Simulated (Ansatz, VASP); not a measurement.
# CdSe (Cadmoselite): VASP beside Ansatz

Aim: how closely do two programs agree when they are given the same cell, functional and k mesh?

Program: Ansatz 0.2.0. Level of theory: plane waves, with VASP 6.6.1 beside it; band structure at HSE06. Results are calculated unless marked as measured.

The database entry behind the starting cell differs from later determinations by our own check (inner coordinate of an old entry), so it need not match the best structure at ambient conditions.

## (1) The starting structure

Symmetry: P6_3mc, No. 186, hexagonal system. The conventional cell has a = 4.300 Å, b = 4.300 Å, c = 7.020 Å, α = 90.00°, β = 90.00°, γ = 120.00°. Nearest to Cd lie 4 Se at 2.61 to 2.70 Å. Se has 4 Cd at 2.61 to 2.70 Å nearest. Farther neighbours and most contacts between anions are not listed.

## (2) Ansatz: band structure, HSE06

Ansatz runs on its default PAW (the set named soft_2) files.

The same path points are solved in both programs, so levels can be compared one by one.

The input, input.yaml:

```yaml
crystal:
  lattice:
    - [4.3, 0.0, 0.0]
    - [-2.15, 3.7239092363, 0.0]
    - [0.0, 0.0, 7.02]
  atoms:
    - { symbol: Cd, position: [0.3333333333, 0.6666666667, 0.0] }
    - { symbol: Cd, position: [0.6666666667, 0.3333333333, 0.5] }
    - { symbol: Se, position: [0.3333333333, 0.6666666667, 0.385] }
    - { symbol: Se, position: [0.6666666667, 0.3333333333, 0.885] }
hamiltonian:
  xc: { exchange: pbe, correlation: pbe, exx: { coeff: 0.25, omega: 0.2 } }
  pseudopotentials: { kind: paw }
kpoints:
  mp_grid: { grid: [4, 4, 2] }
  band_path:
    path:
      - [0.0, 0.0, 0.0]
      - [0.4, 0.0, 0.0]
      - [0.4, 0.2, 0.0]
      - [0.2, 0.2, 0.0]
      - [0.0, 0.0, 0.1]
      - [0.0, 0.0, 0.5]
      - [0.4, 0.0, 0.5]
      - [0.4, 0.2, 0.5]
      - [0.2, 0.2, 0.5]
      - [0.5, 0.0, 0.4]
      - [0.33333, 0.33333, 0.0]
      - [0.33333, 0.33333, 0.5]
    npoints: 1
scf:
  occupations: { method: gaussian, width: 0.02 }
  n_extra_bands: 8
output:
  forces: true
  stress: true
  eigenvalues: true
```

Run with:

```console
$ ansatz run input.yaml --threads 4 --pin off --max-ram 9216MiB --backend cpu --events-out ev --progress --plain --runs-dir out
```

Numbers of over 12 decimals in the logs are rounded to 6 here.

Log:

```text
Warning: output.stress: scf.convergence.dr2_threshold = 1e-7 eV (the SCF's general default) is looser than the 4e-10 eV advised for a printed stress (1e-10 eV for each atom of the cell: 4). What an SCF threshold leaves in a stress goes as its square root, and in the free energy as the threshold itself, and one threshold admits the most on a small cell: [figures from the program's tests cut] Set scf.convergence.dr2_threshold to 4e-10 eV or tighter. The threshold is an SCF's pass mark: one that does not reach it within its budget of iterations ends unconverged, or closes short of it on a stop that the run arms, and scf.convergence.dr2_threshold's page says what that costs each kind of run
Warning: output.stress: scf.exx.energy_threshold = 1e-6 eV is looser than the 4e-8 eV advised for a stress under a hybrid functional (1e-8 eV for each atom of the cell: 4). Every SCF of the exchange loop can meet its threshold on dr2 while the loop round them stops early: no threshold on dr2 bounds what that leaves in the stress. Set scf.exx.energy_threshold to 4e-8 eV or tighter. The threshold is the loop's pass mark: a loop that does not reach it within its budget of cycles ends unconverged, and scf.exx.energy_threshold's page has the law
scf.n_extra_bands = 8 over 36 filled bands (N_el = 72.0): the run solves 44 bands
Engine: ansatz 0.2.0, aarch64-unknown-linux-gnu
Pseudopotentials: kind: paw
Pseudopotential: Cd, paw, valence charge 20, recommended cutoff 420 eV (normal), Cd.paw.azcp
Pseudopotential: Se, paw, valence charge 16, recommended cutoff 420 eV (normal), Se.paw.azcp
Functional definition: unnamed
  parameter a_1 = 0.25
  parameter omega_1 = 0.2/angstrom
  exchange = pbe_x + (-a_1)*pbe_x_sr(omega_1) + a_1*exact_x_sr(omega_1)
  correlation = pbe_c
Crystal: 4 atoms, lattice volume = 112.410 Å³
Basis set: ecut = 420 eV, 2189 PW (Γ), exchange–correlation on 60×60×96 points (8 copies of the dense FFT grid, shifted against one another)
Bands: 44, of which v1, the nominal top of the filled ones, is band 36 counted from 1 (35 counted from 0)
Symmetry: 12 space group operations
Space group: P63mc (ITA 186), of the structure as read, at distance tolerance 4.8e-5 Å
k-points: 8 of 32
Non-local potential: Cd, projectors of the file, l = 0: 3, l = 1: 2, l = 2: 2, l = 3: 1
Non-local potential: Se, projectors of the file, l = 0: 2, l = 1: 2, l = 2: 3, l = 3: 1
PAW form: soft (Blöchl's): semilocal exchange-correlation on the pseudo side does not see the compensation charge
PAW frozen core: Cd, regenerated for the run's functional, and the local potential with it (the file was generated under x = pbe(κ = 0.804, μ = 0.219515), c = pbe(β = 0.066725))
PAW frozen core: Se, regenerated for the run's functional, and the local potential with it (the file was generated under x = pbe(κ = 0.804, μ = 0.219515), c = pbe(β = 0.066725))
PAW one-centre angular grid: Cd, 590 points (default); XC on 64 Gauss nodes
PAW one-centre angular grid: Se, 590 points (default); XC on 64 Gauss nodes
Initial density: superposition of atomic densities (neutral atoms: chi_scale 0, normalization atom), corrected by the library's trained network
Initial wavefunctions: pseudopotential atomic-orbital guess
Functional: x = pbe(κ = 0.804, μ = 0.219515), c = pbe(β = 0.066725), warm-up for x = pbe(κ = 0.804, μ = 0.219515) + 0.25 (exact − pbe) at short range (hse, ω = 0.2 Å⁻¹), c = pbe(β = 0.066725)
SCF iter   1: F=—  HF=-27449.455374 eV  |F-HF|=—  |Δ(HF+E_count)|=         —  Δρ=9.95e-4  dr2=1.12e-3  ethr=1.77e-3  ⟨swp⟩=7.9  Hψ=1463  notcnv=0
preconditioner: auto → none  [insulator: Δε(μ)=0.687 eV  Ē_g=12.130 eV  σ=0.020 eV  W_gap=1.00  n_scr=34 (ndim 8)  ℏωp=21.0 eV  f_vac=0.201  D(μ)=0.00/eV (n_scr^D=0)]
iter 2 solved again at ethr=4.65e-8 eV; its pass at ethr=1.56e-6 eV (dr2=3.35e-5 eV) is discarded
SCF iter   2: F=-27449.455377 eV  HF=-27449.455305 eV  |F-HF|=7.24e-5  |Δ(HF+E_count)|=   6.96e-5  Δρ=2.13e-4  dr2=3.35e-5  ethr=4.65e-8  ⟨swp⟩=2.0  Hψ=1809  notcnv=0
SCF 1 stopped early in 2 iterations: F = -27449.455377 eV  dr2 = 3.35e-5
  greatest PAW one-centre occupation: 1.000 electrons in one spin orbital (limit 2), on the Cd atom at site 1 (counted from 0), in its partial waves of l = 0
Initial density: handed on by an earlier stage of this run
Initial wavefunctions: those handed on with the density
Functional: x = pbe(κ = 0.804, μ = 0.219515) + 0.25 (exact − pbe) at short range (hse, ω = 0.2 Å⁻¹), c = pbe(β = 0.066725)
Exchange kernel: α = 0.2500, screened, ω = 0.2000 Å⁻¹, Wigner–Seitz truncation, v(0) = 1108.3756 eV·Å³, q-mesh 4×4×2, nearest image of the exchange supercell L = 14.04 Å, pair-density grid 20×20×32, without the augmentation charges, whose exchange is taken in its separable form by FFT convolution over the k-point mesh (sized by the pseudopotential files, 25×25×48 at the most), smooth part of the exact exchange by density-matrix convolution
Frozen-core exchange: fock
SCF iter   1: F=—  HF=-27460.207047 eV  |F-HF|=—  |Δ(HF+E_count)|=         —  Δρ=6.27e-3  dr2=3.61e-2  ethr=4.66e-7  ⟨swp⟩=6.2  Hψ=1581  notcnv=0
preconditioner: auto → none  [insulator: Δε(μ)=1.626 eV  Ē_g=14.104 eV  σ=0.020 eV  W_gap=1.00  n_scr=34 (ndim 8)  ℏωp=21.0 eV  f_vac=0.200  D(μ)=0.00/eV (n_scr^D=0)]
SCF iter   2: F=—  HF=-27460.189251 eV  |F-HF|=—  |Δ(HF+E_count)|=   1.78e-2  Δρ=2.36e-3  dr2=3.69e-3  ethr=4.66e-7  ⟨swp⟩=4.0  Hψ=1238  notcnv=0
SCF iter   3: F=—  HF=-27460.206060 eV  |F-HF|=—  |Δ(HF+E_count)|=   1.68e-2  Δρ=1.57e-3  dr2=1.60e-3  ethr=4.66e-7  ⟨swp⟩=4.0  Hψ=1248  notcnv=0
SCF iter   4: F=—  HF=-27460.205817 eV  |F-HF|=—  |Δ(HF+E_count)|=   2.43e-4  Δρ=5.25e-4  dr2=2.00e-4  ethr=4.66e-7  ⟨swp⟩=3.0  Hψ=897  notcnv=0
SCF iter   5: F=—  HF=-27460.205811 eV  |F-HF|=—  |Δ(HF+E_count)|=   5.56e-6  Δρ=2.14e-5  dr2=3.96e-5  ethr=1.96e-7  ⟨swp⟩=2.0  Hψ=640  notcnv=0
SCF iter   6: F=—  HF=-27460.206110 eV  |F-HF|=—  |Δ(HF+E_count)|=   2.99e-4  Δρ=1.43e-4  dr2=2.07e-5  ethr=4.43e-10  ⟨swp⟩=5.0  Hψ=1391  notcnv=0
SCF iter   7: F=-27460.206103 eV  HF=-27460.206103 eV  |F-HF|=2.63e-7  |Δ(HF+E_count)|=   6.97e-6  Δρ=2.11e-5  dr2=1.28e-6  ethr=4.43e-10  ⟨swp⟩=4.0  Hψ=1136  notcnv=0
SCF 2 stopped early in 7 iterations: F = -27460.206103 eV  dr2 = 1.28e-6
  Residual-converged pass: ⟨swp⟩=2.0  Hψ=591  notcnv=0  max |occ|·‖R‖ = 6.5e-6 eV (tolerance 6.7e-6 eV)  dr2=1.28e-6  dr2_onsite=7.81e-8  max |Δocc| = 0.0e0
  greatest PAW one-centre occupation: 1.001 electrons in one spin orbital (limit 2), on the Cd atom at site 1 (counted from 0), in its partial waves of l = 1
hybrid outer 1: dexx = +1.965e-2 eV, tail = 1.30e-4 eV
Exchange kernel: α = 0.2500, screened, ω = 0.2000 Å⁻¹, Wigner–Seitz truncation, v(0) = 1108.3756 eV·Å³, q-mesh 4×4×2, nearest image of the exchange supercell L = 14.04 Å, pair-density grid 20×20×32, without the augmentation charges, whose exchange is taken in its separable form by FFT convolution over the k-point mesh (sized by the pseudopotential files, 25×25×48 at the most), smooth part of the exact exchange by density-matrix convolution
Frozen-core exchange: fock
SCF iter   1: F=—  HF=-27460.206568 eV  |F-HF|=—  |Δ(HF+E_count)|=         —  Δρ=4.84e-5  dr2=8.17e-7  ethr=9.00e-7  ⟨swp⟩=3.8  Hψ=749  notcnv=0
preconditioner: auto → none  [insulator: Δε(μ)=1.676 eV  Ē_g=14.046 eV  σ=0.020 eV  W_gap=1.00  n_scr=34 (ndim 8)  ℏωp=21.0 eV  f_vac=0.204  D(μ)=0.00/eV (n_scr^D=0)]
SCF iter   2: F=—  HF=-27460.206569 eV  |F-HF|=—  |Δ(HF+E_count)|=   1.00e-6  Δρ=1.72e-5  dr2=2.07e-7  ethr=1.01e-9  ⟨swp⟩=4.0  Hψ=1116  notcnv=0
SCF iter   3: F=—  HF=-27460.206569 eV  |F-HF|=—  |Δ(HF+E_count)|=   1.76e-8  Δρ=7.79e-6  dr2=8.99e-8  ethr=1.65e-10  ⟨swp⟩=3.0  Hψ=741  notcnv=0
SCF iter   4: F=—  HF=-27460.206570 eV  |F-HF|=—  |Δ(HF+E_count)|=   4.70e-7  Δρ=1.54e-6  dr2=2.17e-9  ethr=2.19e-11  ⟨swp⟩=4.2  Hψ=1138  notcnv=0  defer=1
SCF iter   5: F=-27460.206570 eV  HF=-27460.206570 eV  |F-HF|=1.71e-10  |Δ(HF+E_count)|=   3.10e-9  Δρ=4.04e-7  dr2=3.16e-10  ethr=2.67e-12  ⟨swp⟩=3.0  Hψ=793  notcnv=0
SCF 3 converged in 5 iterations: F = -27460.206570 eV  dr2 = 3.16e-10
  Residual-converged pass: ⟨swp⟩=3.0  Hψ=712  notcnv=0  max |occ|·‖R‖ = 4.1e-7 eV (tolerance 6.3e-7 eV)  dr2=3.17e-10  dr2_onsite=2.50e-10  max |Δocc| = 0.0e0
  greatest PAW one-centre occupation: 1.001 electrons in one spin orbital (limit 2), on the Cd atom at site 0 (counted from 0), in its partial waves of l = 1
hybrid outer 2: dexx = +8.434e-7 eV, tail = 5.78e-8 eV, Δε = 2.72e-3 eV (about 9.14e-5 eV left of the loop's levels), ΔF = 1.98e-3 eV/Å (tail 9.55e-4)
NSCF: frozen V_eff on 12 k-points
hybrid SCF converged: 2 outer / 12 inner (+2 warm-up), last move |dexx| = 8.43e-7 eV, tail = 5.78e-8 eV
Stability not checked: this state was not tested for a lower state beside it, because the functional holds exact exchange (a hybrid, or Hartree-Fock), whose exchange loop this test does not read (fock_operator; see scf.lower_state_search)
Free energy (F): -27460.206570 eV
Frozen-core exchange: fock
Harris-Foulkes:  -27460.206570 eV  (|F-HF|=1.71e-10)
Internal energy: -27460.206570 eV  (E = F + TS)
E sigma→0 (E₀):  -27460.206570 eV
Fermi energy:    7.729048 eV
--- Per-component energies (eV) ---
  E_band       = -1989.660694
  E_kinetic    = 1248.840945
  E_local      = -12785.987467  (includes V_loc(G=0)·N_el)
  E_nonlocal   = -1124.264074
  E_hartree    = 6088.216993
  E_xc         = -449.048917
  E_vxc        = -507.869668  (∫ρ·V_xc dr)
  E_exx        = -314.449202  (= α·E_x^exact, valence–valence)
  E_paw        = -11797.164497  (= ΣΔE_a)
  E_vpaw       = -367.918948  (= ΣTr[D̂ρ^β])
  E_aug_tail   = -0.001155  (compensation charges beyond the density's cutoff)
  E_ewald      = -8323.002769
  E_core_change = -3.346427  (= ΣΔE_core)
  E_smearing   = -0.000000  (= −TS)
  E_closure    = 0.000000  (closes the sum)
  Σ components = -27460.206570   (vs F -27460.206570, Δ=0.00e0)
--- Forces (eV/Å), atoms counted from 1 ---
  atom   1  Cd     0.00000000    -0.00000000     0.29122743
  atom   2  Cd     0.00000000     0.00000000     0.29122743
  atom   3  Se     0.00000000    -0.00000000    -0.29128456
  atom   4  Se     0.00000000     0.00000000    -0.29128456
  max |Σ_I F_I| component: 1.14e-4 eV/Å
--- Stress (GPa, compression-positive) ---
        2.622795       0.000000       0.000000
        0.000000       2.622795      -0.000000
        0.000000       0.000000       0.355967
  P = ⅓ Tr σ = 1.8672 GPa (18.672 kbar)
--- Band table (eV; the first three rows and the last of 8) ---
  k-point 0: bands = [... 32 lower, 6.1160, 6.8895, 6.8895, 6.8906, 8.5675, 10.0175, 13.8243, 13.8243, ... 4 higher]
  k-point 1: bands = [... 32 lower, 6.4871, 6.4871, 6.4871, 6.4871, 10.2364, 10.2364, 13.7568, 13.7568, ... 4 higher]
  k-point 2: bands = [... 32 lower, 4.6522, 5.4504, 6.4245, 6.4330, 10.4982, 11.3540, 13.1168, 13.8303, ... 4 higher]
  k-point 7: bands = [... 32 lower, 4.6623, 4.6623, 5.6782, 5.6782, 11.6740, 11.6740, 13.4815, 13.4815, ... 4 higher]
```

Elapsed: 41 s, on 4 threads of Arm Neoverse V2, shared host; peak memory 1.2 GiB; 2.4 min of CPU time.

Reading the cycles: dr2 is the Hartree energy of the density residual (eV), the measure of convergence; HF is the Harris–Foulkes estimate of the energy, which meets the free energy F at convergence.

[end of part 1 of 2]

[Lines on the potential files, build, host, timing and source positions are cut from VASP's logs without a mark.]

[Logs are printed without paths, hosts, clocks, repeated set-up lines and the standing remarks that a program may print on its own settings, such as how far it seeks lower states.]

[Hosts, paths, dates, database ids (printed as entryN), source tags and the programs' standing remarks are cut or masked in the printed files.]
